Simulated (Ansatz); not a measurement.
An input for Ansatz 0.2.0 (MoS2 (2H monolayer)):

```yaml
crystal:
  lattice:
    - [3.1367688225, 0.0, 0.0]
    - [-1.5683844112, 2.7578898336, 0.0]
    - [0.0, 0.0, 29.5]
  atoms:
    - { symbol: Mo, position: [0.3338553623, 0.6677107246, 0.5] }
    - { symbol: S, position: [0.6664056522, 0.3328113043, 0.5532512344] }
    - { symbol: S, position: [0.6664056522, 0.3328113043, 0.4467487656] }
  periodic: [true, true, false]
kpoints:
  mp_grid: { grid: [9, 9, 1] }
  band_path:
    path: [[0.0, 0.0, 0.0], [0.5, 0.0, 0.0], [0.3333333333, 0.3333333333, 0.0]]
    npoints: 1
hamiltonian:
  xc: pbe
scf:
  occupations: { method: fermi_dirac, width: 0.02 }
  n_extra_bands: 10
magnetization:
  noncollinear: true
  spin_orbit: true
output:
  eigenvalues: true
  forces: true
  stress: true
```

```sh
ansatz run input.yaml --threads 3 --pin off --max-ram 92160MiB --backend cuda --events-out ev --progress --plain --runs-dir out --devices 1 --max-vram 13GiB  # rebuilt from the run's record
```

Q: Estimate wall time and host memory on 1 × NVIDIA H100 80GB HBM3 (shared by 6 runs) with 3 threads of AMD EPYC 7R13 (Zen 3), shared host.

It took 16 s; on shared hardware allow 7.9 s to 32 s. Peak host memory was 1.0 GiB. The sizes that set the cost: 4979 plane waves a state, 25 irreducible k points and 9 SCF cycles.

[Paths, hosts, dates, memory and timing lines, banners, echoed tables and standing remarks are left out of the program output.]

[Logs are printed without paths, hosts, clocks, repeated set-up lines and the standing remarks that a program may print on its own settings, such as how far it seeks lower states.]

[Runs of the session that timed out or met a known fault of the program may be left out.]

[Cells called generated may have been cut or substituted from an entry of the Crystallography Open Database or the Materials Project.]

[Hosts, paths, dates, database ids (printed as entryN), source tags and the programs' standing remarks are cut or masked in the printed files.]
